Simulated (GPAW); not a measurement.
# Mg (Fm-3m) in GPAW: convergence with basis set

Aim: find how far basis set must go before the results for Mg settle, at PBE. This setting moves, with any that are tied to it; all else stays.

Program: GPAW 26.7.0. These are calculated values, not measurements. Logs are shortened: lines on timing, memory, paths and dates and some standing lists are left out, and cuts for length are marked. The log counts tension as positive stress, the text compression.

**1. The structure**

The structure is cubic, space group Fm-3m (No. 225). The conventional cell has a = 4.489 Å, b = 4.489 Å, c = 4.489 Å, α = 90.00°, β = 90.00°, γ = 90.00°. Mg (site symmetry m-3m) is surrounded by 12 Mg at 3.17 Å.

This isn't the form of Mg at room conditions, which is hcp.

**2. With basis set lcao:sz(dzp)**

Input file run.py:

```python
from ase.dft.bandgap import bandgap
from ase.io import read, write
from gpaw import GPAW

atoms = read('POSCAR')

calc = GPAW(mode='lcao',
            h=0.16,
            basis='sz(dzp)',
            xc='PBE',
            kpts={'size': (10, 10, 10), 'gamma': True},
            occupations={'name': 'fermi-dirac', 'width': 0.05},
            convergence={'density': 1e-05, 'energy': 1e-05},
            maxiter=100,
            txt='gpaw.txt')
atoms.calc = calc
energy = atoms.get_potential_energy()
forces = atoms.get_forces()
calc.write('gs.gpw')
write('result.traj', atoms)
print(f'Energy: {energy:.6f} eV')
print('Forces (eV/A):')
print(forces.round(4))
print('Fermi level:', round(calc.get_fermi_level(), 4), 'eV')
print(f'Gap: {bandgap(calc)[0]:.4f} eV, direct: {bandgap(calc, direct=True)[0]:.4f} eV')
```

Input file POSCAR:

```
Mg
1.0
    0.0000000000      2.2442560000      2.2442560000
    2.2442560000      0.0000000000      2.2442560000
    2.2442560000      2.2442560000      0.0000000000
Mg
1
Direct
    0.0000000000      0.0000000000      0.0000000000
```

Potentials or basis: GPAW PAW data sets (gpaw-data 1.2.1), lcao:sz(dzp).

Started as:

```bash
$ OMP_NUM_THREADS=1 python run.py
```

Wall time 86 s (1 thread of Arm Neoverse V1, shared host); peak memory 0.14 GiB.

Results:

```yaml
Free_energy: -1.1906 eV
Band_gap_on_the_k_mesh: none (metal or under the smearing width)
```

**3. With basis set lcao:szp(dzp)**

run.py: that of step 2 with these lines changed.

```diff
@@ -8,3 +8,3 @@
             h=0.16,
-            basis='sz(dzp)',
+            basis='szp(dzp)',
             xc='PBE',
```

POSCAR is that of step 2.

Potentials or basis: GPAW PAW data sets (gpaw-data 1.2.1), lcao:szp(dzp).

Started as:

```bash
$ OMP_NUM_THREADS=1 python run.py
```

Wall time 2.4 min (1 thread of Arm Neoverse V1, shared host); peak memory 0.15 GiB.

Results:

```yaml
Free_energy: -1.2115 eV
Band_gap_on_the_k_mesh: none (metal or under the smearing width)
```

**4. With basis set lcao:dz(dzp)**

run.py: that of step 3 with these lines changed.

```diff
@@ -8,3 +8,3 @@
             h=0.16,
-            basis='szp(dzp)',
+            basis='dz(dzp)',
             xc='PBE',
```

POSCAR is that of step 3.

Potentials or basis: GPAW PAW data sets (gpaw-data 1.2.1), lcao:dz(dzp).

Started as:

```bash
$ OMP_NUM_THREADS=1 python run.py
```

It took 2.3 min on 1 thread of Arm Neoverse V1, shared host; peak memory 0.15 GiB.

What came out:

```yaml
Free_energy: -1.3517 eV
Band_gap_on_the_k_mesh: none (metal or under the smearing width)
```

**5. With basis set lcao:dzp**

run.py: that of step 4 with these lines changed.

```diff
@@ -8,3 +8,3 @@
             h=0.16,
-            basis='dz(dzp)',
+            basis='dzp',
             xc='PBE',
```

POSCAR is that of step 4.

Potentials or basis: GPAW PAW data sets (gpaw-data 1.2.1), lcao:dzp.

Started as:

```bash
$ OMP_NUM_THREADS=1 python run.py
```

Run time: 3.5 min. Hardware: 1 thread of Arm Neoverse V1, shared host; peak memory 0.16 GiB.

It converged, with:

* Free energy: -1.3923 eV
* Band gap on the k mesh: none (metal or under the smearing width)

**6. With basis set fd**

run.py: that of step 5 with these lines changed.

```diff
@@ -6,5 +6,4 @@
 
-calc = GPAW(mode='lcao',
+calc = GPAW(mode='fd',
             h=0.16,
-            basis='dzp',
             xc='PBE',
@@ -12,2 +11,3 @@
             occupations={'name': 'fermi-dirac', 'width': 0.05},
+            nbands=12,
             convergence={'density': 1e-05, 'energy': 1e-05},
```

POSCAR is that of step 5.

Potentials or basis: GPAW PAW data sets (gpaw-data 1.2.1), fd.

Started as:

```bash
$ OMP_NUM_THREADS=1 python run.py
```

Wall time 15 s (1 thread of Arm Neoverse V1, shared host); peak memory 0.19 GiB.

Results (log left out):

| Property | Result |
| --- | --- |
| Free energy | -1.6211 eV |
| Band gap on the k mesh | none (metal or under the smearing width) |

**7. With basis set pw**

run.py: that of step 6 with these lines changed.

```diff
@@ -2,3 +2,4 @@
 from ase.io import read, write
-from gpaw import GPAW
+from ase.units import GPa
+from gpaw import GPAW, PW
 
@@ -6,4 +7,3 @@
 
-calc = GPAW(mode='fd',
-            h=0.16,
+calc = GPAW(mode=PW(800),
             xc='PBE',
@@ -18,2 +18,3 @@
 forces = atoms.get_forces()
+stress = atoms.get_stress()
 calc.write('gs.gpw')
@@ -23,2 +24,3 @@
 print(forces.round(4))
+print('Stress (GPa):', (stress / GPa).round(3))
 print('Fermi level:', round(calc.get_fermi_level(), 4), 'eV')
```

POSCAR is that of step 6.

Potentials or basis: GPAW PAW data sets (gpaw-data 1.2.1), pw.

Started as:

```bash
$ OMP_NUM_THREADS=1 python run.py
```

gpaw.txt:

```text
__  _  _
 | _ |_)|_||  |
 |__||  | ||/\| - 26.7.0

Input parameters:
  mode=PW(ecut=800.0),
  convergence={'density': 1e-05, 'energy': 1e-05},
  kpts=MonkhorstPack(size=(10, 10, 10), gamma=True),
  maxiter=100,
  nbands=12,
  occupations=Occupations(name='fermi-dirac', width=0.05),
  xc=XC(name='PBE')

Diagonalizing LCAO Hamiltonian
Converting LCAO to pw mode

       Mg

Atoms  # Å, Bohr magnetons
|   | symbol |        x |        y |        z |    initial magnetic moments |
|---|--------|----------|----------|----------|-----------------------------|
| 0 |     Mg | 0.000000 | 0.000000 | 0.000000 | ( 0.0000,  0.0000,  0.0000) |

Unit cell  # Å
| periodic |        x |        y |        z |  lengths |    angles |
|----------|----------|----------|----------|----------|-----------|
|      yes | 0.000000 | 2.244256 | 2.244256 | 3.173857 | 60.000000 |
|      yes | 2.244256 | 0.000000 | 2.244256 | 3.173857 | 60.000000 |
|      yes | 2.244256 | 2.244256 | 0.000000 | 3.173857 | 60.000000 |

Number of symmetries: 48
Symmetry operations  # r_c * U_cc + t_c -> r_c
|    | kind |            matrix            |
|----|------|------------------------------|
|  0 |  σ   |  1, 0, 0,  1, 0,-1,  1,-1, 0 |
|  1 |  C2  |  1, 0, 0,  1,-1, 0,  1, 0,-1 |
|  2 |  E   |  1, 0, 0,  0, 1, 0,  0, 0, 1 |
|  3 |  σ   |  1, 0, 0,  0, 0, 1,  0, 1, 0 |
|  4 |  C4  |  1, 0,-1,  1, 0, 0,  1,-1, 0 |
|  5 |  S6  |  1, 0,-1,  1,-1, 0,  1, 0, 0 |
|  6 |  σ   |  1, 0,-1,  0, 1,-1,  0, 0,-1 |
|  7 |  C3  |  1, 0,-1,  0, 0,-1,  0, 1,-1 |
|  8 |  S6  |  1,-1, 0,  1, 0, 0,  1, 0,-1 |
|  9 |  C4  |  1,-1, 0,  1, 0,-1,  1, 0, 0 |
| 10 |  C3  |  1,-1, 0,  0,-1, 1,  0,-1, 0 |
| 11 |  σ   |  1,-1, 0,  0,-1, 0,  0,-1, 1 |
| 12 |  σ   |  0, 1, 0,  1, 0, 0,  0, 0, 1 |
| 13 |  C4  |  0, 1, 0,  0, 1,-1, -1, 1, 0 |
| 14 |  C3  |  0, 1, 0,  0, 0, 1,  1, 0, 0 |
| 15 |  S6  |  0, 1, 0, -1, 1, 0,  0, 1,-1 |
| 16 |  C2  |  0, 1,-1,  1, 0,-1,  0, 0,-1 |
| 17 |  σ   |  0, 1,-1,  0, 1, 0, -1, 1, 0 |
| 18 |  S4  |  0, 1,-1,  0, 0,-1,  1, 0,-1 |
| 19 |  C4  |  0, 1,-1, -1, 1, 0,  0, 1, 0 |
| 20 |  C3  |  0, 0, 1,  1, 0, 0,  0, 1, 0 |
| 21 |  σ   |  0, 0, 1,  0, 1, 0,  1, 0, 0 |
| 22 |  S6  |  0, 0, 1,  0,-1, 1, -1, 0, 1 |
| 23 |  C4  |  0, 0, 1, -1, 0, 1,  0,-1, 1 |
| 24 |  S4  |  0, 0,-1,  1, 0,-1,  0, 1,-1 |
| 25 |  C3  |  0, 0,-1,  0, 1,-1,  1, 0,-1 |
| 26 |  C2  |  0, 0,-1,  0,-1, 0, -1, 0, 0 |
| 27 |  S6  |  0, 0,-1, -1, 0, 0,  0,-1, 0 |
| 28 |  S4  |  0,-1, 1,  1,-1, 0,  0,-1, 0 |
| 29 |  C4  |  0,-1, 1,  0, 0, 1, -1, 0, 1 |
| 30 |  C2  |  0,-1, 1,  0,-1, 0,  1,-1, 0 |
| 31 |  σ   |  0,-1, 1, -1, 0, 1,  0, 0, 1 |
| 32 |  C3  |  0,-1, 0,  1,-1, 0,  0,-1, 1 |
| 33 |  S6  |  0,-1, 0,  0, 0,-1, -1, 0, 0 |
| 34 |  S4  |  0,-1, 0,  0,-1, 1,  1,-1, 0 |
| 35 |  C2  |  0,-1, 0, -1, 0, 0,  0, 0,-1 |
| 36 |  C2  | -1, 1, 0,  0, 1, 0,  0, 1,-1 |
| 37 |  S6  | -1, 1, 0,  0, 1,-1,  0, 1, 0 |
| 38 |  S4  | -1, 1, 0, -1, 0, 1, -1, 0, 0 |
| 39 |  C3  | -1, 1, 0, -1, 0, 0, -1, 0, 1 |
| 40 |  S6  | -1, 0, 1,  0, 0, 1,  0,-1, 1 |
| 41 |  C2  | -1, 0, 1,  0,-1, 1,  0, 0, 1 |
| 42 |  C3  | -1, 0, 1, -1, 1, 0, -1, 0, 0 |
| 43 |  S4  | -1, 0, 1, -1, 0, 0, -1, 1, 0 |
| 44 |  C2  | -1, 0, 0,  0, 0,-1,  0,-1, 0 |
| 45 |  i   | -1, 0, 0,  0,-1, 0,  0, 0,-1 |
| 46 |  σ   | -1, 0, 0, -1, 1, 0, -1, 0, 1 |
| 47 |  C2  | -1, 0, 0, -1, 0, 1, -1, 1, 0 |

BZ-sampling:
  Number of BZ points: 1000
  Number of IBZ points: 47

  Monkhorst-Pack size: [10, 10, 10]
  Monkhorst-Pack shift: [0.05, 0.05, 0.05]

K-points  # in reciprocal-cell coordinates
|     |                                coordinates |     weight |
|-----|--------------------------------------------|------------|
|   0 | (  0.00000000,   0.00000000,   0.00000000) | 0.00100000 |
|   1 | (  0.10000000,   0.10000000,   0.00000000) | 0.00600000 |
|   2 | (  0.10000000,   0.10000000,   0.10000000) | 0.00800000 |
|   3 | (  0.20000000,   0.10000000,   0.10000000) | 0.01200000 |
|   4 | (  0.20000000,   0.20000000,   0.00000000) | 0.00600000 |
|   5 | (  0.20000000,   0.20000000,   0.10000000) | 0.02400000 |
|   6 | (  0.20000000,   0.20000000,   0.20000000) | 0.00800000 |
|   7 | (  0.30000000,   0.20000000,   0.10000000) | 0.02400000 |
|   8 | (  0.30000000,   0.20000000,   0.20000000) | 0.02400000 |
|   9 | (  0.30000000,   0.30000000,   0.00000000) | 0.00600000 |
| ... |                                            |            |
|  46 | (  0.50000000,   0.50000000,   0.50000000) | 0.00400000 |

Plane wave coefficients: 1211
Cutoff: 800.0 eV

Spin-components: 1 (collinear spins)
Bands:           12
Projectors:      5
Spin-degeneracy: 2
Datatype:        complex128

Parallelization:
  kpt:    1
  domain: 1
  band:   1

Density:
  Valence electrons: 10.0
  Components: 1
  Grid points: [21 21 21]
  Charge: 0.0  # |e|

Potential:
  Grid points: [21 21 21]

species:
  Mg:
    name:    Magnesium
    Z:       12.0
    valence: 10
    core:    2
    charge:  0.0  # [|e|]
    compensation charges:
      type: gauss
      rc: 0.33  # [Å]
      lmax: 2
    cutoffs:
      filter: 1.86  # [Å]
      core: 0.54  # [Å]
    projectors
    | kind |    occ | energy [eV] | rcut [Å] |
    |------|--------|-------------|----------|
    |   2s |  2.000 |     -79.840 |    1.090 |
    |   3s |  2.000 |      -4.705 |    1.090 |
    |   2p |  6.000 |     -46.613 |    1.085 |
    |   3p |  0.000 |      -1.330 |    1.085 |
    |    d |        |       0.000 |    1.037 |

    Using partial waves for Mg as LCAO basis

Reference energy: -5449.644889  # eV

eigensolver:
  PPCG
  Converge bands: occupied
  niter=2

density mixing:
  MSR1-Mixer
  Pratt-step length: 0.05
  Maximum mixing coefficient: 0.75
  Old densities: 10
  SVD Regularization: 0.005
  Good broyden scale: 1.0
  Trust region scale: 1.0
  Backstep threshold: 4.0
  History deletion threshold: 6.0
  Fourier metric: weight=20.0, sigma=0.015

occupation numbers:
  Fermi-Dirac:
    width: 0.0500  # eV

poisson solver:
  ecut: 6400.0  # eV

xc functional:
  name: PBE with 2 nearest neighbor stencil

convergence criteria:
- Maximum integral of absolute [dens]ity change: 1e-05 electrons / valence electron
- Maximum [total energy] change in last 3 cyles: 1e-05 eV / valence electron
- Maximum integral of absolute [eigenst]ate change: 4e-08 eV^2 / valence electron
maximum number of iterations: 100

SCF iterations
|iter     | |      energy | eigst |  dens |
|---------|-|-------------|-------|-------|
|iter:   1| |   -1.607331 | +0.02 |       |
|iter:   2| |   -1.607569 | -2.29 | -1.58 |
|iter:   3| |   -1.607915 | -2.60 | -1.60 |
|iter:   4| |   -1.609072 | -3.26 | -2.11 |
|iter:   5| |   -1.609094 | -5.08 | -3.10 |
|iter:   6| |   -1.609096c| -6.04 | -3.91 |
|iter:   7| |   -1.609096c| -6.96 | -4.36 |
|iter:   8| |   -1.609096c| -9.14c| -5.95c|

Converged in 8 steps
Energy contributions relative to reference atoms: (reference = -5449.644889)

Energy contributions:
  Kinetic:          -1.311217
  Coulomb:           2.559136
  Zero:             -0.023326
  External:          0.000000
  Xc:               -2.831696
  Entropy:          -0.003985
  Spinorbit:         0.000000
  ----------------------------
  Free energy:      -1.611089
  Extrapolated:     -1.609096

dipole moment: (-6.468048, -6.468048, -6.468048)  # |e|*Ang

Fermi level: 3.718
Eigenvalues  # (at kpt = [0.000, 0.000, 0.000])
| band index |      eig [eV] | occ [0-2] |
|------------|---------------|-----------|
|          0 |       -72.440 |     2.000 |
|          1 |       -39.201 |     2.000 |
|          2 |       -39.201 |     2.000 |
|          3 |       -39.201 |     2.000 |
|          4 |        -3.342 |     2.000 |
|          5 |        16.104 |     0.000 |
|          6 |        16.104 |     0.000 |
|          7 |        16.104 |     0.000 |
|          8 |        18.127 |     0.000 |
|          9 |        18.127 |     0.000 |
|         10 |        18.127 |     0.000 |
|         11 |        18.421 |     0.000 |

No gap
No difference between direct/indirect transitions

Forces  # eV/Ang
|       x |       y |        z |
|---------|---------|----------|
| 0.00000 | 0.00000 | -0.00000 |  # Mg   0

Stress tensor  # eV/Ang^3
|         x |         y |         z |
|-----------|-----------|-----------|
| -0.004527 |  0.000000 |  0.000000 |
|  0.000000 | -0.004527 | -0.000000 |
|  0.000000 | -0.000000 | -0.004527 |

# Writing to gs.gpw (mode='')
```

It took 13 s on 1 thread of Arm Neoverse V1, shared host; peak memory 0.14 GiB.

Results:

```
Free energy            : -1.6111 eV
Pressure               : 0.7 GPa
Band gap on the k mesh : none (metal or under the smearing width)
```

**8. Result**

```
    basis set  energy less the tightest run, at zero smearing (meV/atom)  SCF cycles  CPU time (s)  peak memory (GiB)
 lcao:sz(dzp)                                                     420.29           7            86               0.14
lcao:szp(dzp)                                                     399.36           7           140               0.15
 lcao:dz(dzp)                                                     259.23           8           140               0.15
     lcao:dzp                                                     218.74           8           210               0.16
           fd                                                     -10.02           8            15               0.19
           pw                                                       0.00           8            13               0.14
```

Not settled before the last step: the energy (to 1 meV/atom). The tightest run that finished is the yardstick and may itself not be fully converged.
